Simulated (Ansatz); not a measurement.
# Ru: the cost of one run

Program: Ansatz 0.2.0. Level of theory: DFT r2SCAN, scalar-relativistic, plane waves, PAW. These are calculated values, not measurements.

### Step 1. The starting structure

Symmetry: I4/mmm, No. 139, tetragonal system. The conventional cell has a = 2.647 Å, b = 2.647 Å, c = 4.026 Å, α = 90.00°, β = 90.00°, γ = 90.00°. Ru (site symmetry 4/mmm) is surrounded by 12 Ru at 2.65 to 2.75 Å.

As a file:

```
CELL_PARAMETERS angstrom
-1.32325 1.32325 2.01313
1.32325 -1.32325 2.01313
1.32325 1.32325 -2.01313
ATOMIC_POSITIONS crystal
Ru 0.00000 0.00000 0.00000
```

This is candidate A: indium (bct) type (I4/mmm, No. 139).

(A quick probe on a coarse mesh, which set the mesh and smearing, is not shown.)

### Step 3. Rough relaxation on the coarse mesh (candidate A)

Input file input.yaml:

```yaml
crystal:
  lattice:
    - [-1.3232514313, 1.3232514313, 2.013134015]
    - [1.3232514313, -1.3232514313, 2.013134015]
    - [1.3232514313, 1.3232514313, -2.013134015]
  atoms:
    - { symbol: Ru, position: [0.0, 0.0, 0.0] }
basis:
  ecutwfc: 500
kpoints:
  mp_grid: { grid: [8, 8, 8] }
hamiltonian:
  xc: r2scan
scf:
  occupations: { method: gaussian, width: 0.1 }
  lower_state_search: "off"
output:
  forces: true
  stress: true
  eigenvalues: true
relax:
  adjacent_minimum: "off"
  f_tol: 0.04
  max_steps: 70
  cell: { stress_tol: 0.4 }
```

**Question.** How long does this run take on 1 thread of an x86-64 CPU, shared host, and how much memory does it need?

About 5.2 s, with a peak of 0.48 GiB.
